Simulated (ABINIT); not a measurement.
Input of an ABINIT 10.8.3 (patched build) run:

Contents of run.abi:

```
# Pseudopotentials
pp_dirpath "./"
pseudos "W.upf, S.upf"

# Structure
acell 3*1.0
rprim
     6.0159740246     0.0000000000     0.0000000000
    -3.0079870123     5.2099863337     0.0000000000
     0.0000000000     0.0000000000    32.0319498662
ntypat 2
znucl 74 16
natom 3
typat 1 2 2
xred
     0.0000000000     0.0000000000     0.0000000000
     0.3333333333     0.6666666667     0.0920005100
     0.3333333333     0.6666666667     0.9079994900

# Plane-wave basis
ecut 30.0

# k points
kptopt 1
ngkpt 8 8 2
nshiftk 1
shiftk 0.0 0.0 0.0

# Exchange and correlation
ixc 7

# Bands and occupations
nband 17
occopt 3
tsmear 0.05 eV

# SCF cycle
nstep 100
tolvrs 1.0e-10

# Output
iomode 3
prtwf 0
prteig 0
prtebands 0
prtden 1
prtvha 1
prtvclmb 1
prtpot 1
prtelf 1
```

Potentials or basis: PseudoDojo NC SR LDA v0.4.1 standard.

Run with:

```sh
$ mpirun --bind-to none -np 4 abinit run.abi > log 2>&1
```

**Question.** Predict the band gap on the k mesh.

**Answer.** 2.05 eV, indirect (least direct gap 2.23 eV).

**Question.** Predict the largest force.

**Answer.** 0.431 eV/Å.

Forces in eV/Å, atoms in the order of the input:
```
W    0.000  0.000  0.000
S    0.000  0.000 -0.431
S    0.000  0.000  0.431
```

Caveat: spin-orbit coupling is left out, which moves the levels of the heavy elements. As with any semilocal functional, this LDA gap is likely too small.
